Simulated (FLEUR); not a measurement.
Crystal: Pb.

```
Pb
1.0
     0.00000    2.47502    2.47502
     2.47502    0.00000    2.47502
     2.47502    2.47502    0.00000
Pb
1
Direct
  0.00000 0.00000 0.00000
```

```yaml
Program: FLEUR MaX-R8.1 (later development tree)
Task: single point
Functional: PBEsol
Potentials_or_basis: all-electron
Basis: FLAPW
Kmax: 4.1 1/bohr
k_mesh: 9 × 9 × 9
Occupations: fermi-dirac, width 0.05 eV
Spin: no spin polarisation
Gmax: 12.7 1/bohr
Muffin-tin_radii: Pb 2.66 bohr
lmax: Pb 10
lnonsphr: Pb 10
Local_orbitals_a_species: Pb 5
Max_iterations: 60
Mixing_factor: 0.05
Mixer: Anderson
Mixer_history: 15
```

On this cell: band gap on the k mesh none (metal or under the smearing width).

The same run follows on a disturbed copy (cell strained at random at fixed volume):

```
Pb
1.0
    -0.00696    2.46968    2.44843
     2.44759   -0.02698    2.46845
     2.45382    2.49594   -0.03322
Pb
1
Direct
  0.98764 0.00709 0.01656
```

Problem. What does the disturbed cell give?

Solution. The energy (extrapolated to zero smearing) moves by +1.9 meV/atom; band gap on the k mesh none (metal or under the smearing width).
